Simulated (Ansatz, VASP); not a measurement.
# Two plane-wave programs on MgO

```
Mg O
1.0
     0.00000    2.12850    2.12850
     2.12850    0.00000    2.12850
     2.12850    2.12850    0.00000
Mg O
1 1
Cartesian
  0.0000 0.0000 0.0000
  2.1285 2.1285 2.1285
```

Alike in both runs: task single point; functional PBE; k mesh 9 × 9 × 9; occupations fermi-dirac, width 0.05 eV; no spin polarisation.

|  | VASP | Ansatz |
| --- | --- | --- |
| version | VASP 6.6.1 | Ansatz 0.2.0 |
| potentials or method | VASP PAW PBE potentials, release 64 (Mg, O) | PAW, plane waves, scalar-relativistic |
| plane-wave cutoff (eV) | 520 | 420 |
| valence electrons in the cell | 8 | 16 |

VASP gave:

| Item | Value |
| --- | --- |
| gap on the k mesh at the Fermi level (eV) | 4.42 |
| pressure (GPa) | -1.1 |

Task: Which values does Ansatz return?

Result: gap on the k mesh at the Fermi level (eV): 4.44; pressure (GPa): -0.3.

The two sets of potentials don't hold the same shells in valence.

A hybrid or GW would open this gap; PBE tends to underestimate it.
